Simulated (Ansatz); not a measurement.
Runs of Ansatz 0.2.0 on WC (Qusongite). It takes space group P-6m2 (No. 187, hexagonal). Conventional cell: a = 2.907 Å, b = 2.907 Å, c = 2.837 Å, α = 90.00°, β = 90.00°, γ = 120.00°. W (site symmetry -6m2) is surrounded by 6 C at 2.20 Å. C (site symmetry -6m2) is surrounded by 6 W at 2.20 Å. 

| task | potentials or basis | k mesh | cutoff (eV) | smearing | basis error allowed | mesh quality | gap on the mesh (eV) | pressure (GPa) |
| --- | --- | --- | --- | --- | --- | --- | --- | --- |
| density of states | all-electron PAW datasets made for the crystal | 10 × 10 × 9 | 340 | fermi-dirac 0.05 eV | - | not flagged | none | -3.4 |
| phonons | all-electron LAPW, scalar-relativistic | 10 × 10 × 9 | 358 | fermi-dirac 0.05 eV | 0.001 eV/atom | not flagged | none | - |
| elastic constants | all-electron LAPW, scalar-relativistic | 8 × 8 × 7 | 358 | fermi-dirac 0.05 eV | 0.001 eV/atom | coarse | none | (a) |
| single point | all-electron LAPW, scalar-relativistic | 6 × 6 × 5 | 335 | fermi-dirac 0.03 eV | 0.001 eV/atom | coarse | none | -3.1 |

Alike in all rows: level PBEsol; no spin polarisation; cell as given.

Question: Estimate the missing entries.

Answer: (a) -3.5.

Caveats: some runs use coarse meshes; a metal's response needs a denser mesh (some runs); the k mesh is thin for a metal, which can move the energy by tens of meV per atom (some runs); the program warned that the printed levels may be off, so bands, gaps and densities of states are rough (some runs); the cell is more than 3 GPa from zero pressure, which shifts response properties (some runs); elastic constants of metals need much finer meshes, so these are rough (some runs).

A k mesh can miss the band edges, and the runs leave out spin-orbit coupling on W.

A gap of «none» marks a metal or a gap under the smearing width.

The runs don't all hold the same shells in valence.
